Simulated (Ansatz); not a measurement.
# GaN: the cost of one run

Program: Ansatz 0.2.0. Level of theory: DFT PBE, scalar-relativistic, plane waves, PAW. These are calculated values, not measurements.

1 further run of the same task is left out (set aside as unsound or not needed).

## (1) Starting point

Symmetry: F-43m, No. 216, cubic system. The conventional cell has a = 4.548 Å, b = 4.548 Å, c = 4.548 Å, α = 90.00°, β = 90.00°, γ = 90.00°. Ga (site symmetry -43m) has 4 N at 1.97 Å as nearest neighbours. Around N (site symmetry -43m) lie 4 Ga at 1.97 Å.

As a file:

```cif
data_structure
_symmetry_space_group_name_H-M 'P 1'
_symmetry_Int_Tables_number 1
_cell_length_a 3.2163
_cell_length_b 3.2163
_cell_length_c 3.2163
_cell_angle_alpha 60.000
_cell_angle_beta 60.000
_cell_angle_gamma 60.000
_cell_volume 23.53
loop_
_atom_site_label
_atom_site_type_symbol
_atom_site_fract_x
_atom_site_fract_y
_atom_site_fract_z
_atom_site_occupancy
Ga1 Ga 0.00000 0.00000 0.00000 1
N1 N 0.75000 0.75000 0.75000 1
```

It goes back to an entry of the Materials Project.

This cell was relaxed beforehand with the same method: volume 11.76 Å³/atom, gap on the mesh 1.54 eV.

## (2) The cell under 30 GPa

At a set pressure the run lowers the enthalpy E + PV, so the energy alone may rise along the way.

input.yaml reads:

```yaml
crystal:
  lattice:
    - [0.0, 2.2742384951, 2.2742384951]
    - [2.2742384951, 0.0, 2.2742384951]
    - [2.2742384951, 2.2742384951, 0.0]
  atoms:
    - { symbol: Ga, position: [0.0, 0.0, 0.0] }
    - { symbol: "N", position: [0.75, 0.75, 0.75] }
basis:
  ecutwfc: 420
kpoints:
  mp_grid: { grid: [10, 10, 10] }
hamiltonian:
  xc: pbe
scf:
  occupations: { method: fixed }
output:
  forces: true
  stress: true
  eigenvalues: true
relax:
  adjacent_minimum: "off"
  f_tol: 0.001
  max_steps: 60
  cell: { stress_tol: 0.02, p_target: 30.0 }
```

Run with:

```sh
ansatz run input.yaml --threads 1 --pin off --max-ram 3072MiB --backend cpu --events-out ev --progress --plain --runs-dir out
```

**Question.** How long does this run take on 1 thread of AMD EPYC, shared host, and how much memory does it need?

About 25 s, with a peak of 0.36 GiB.
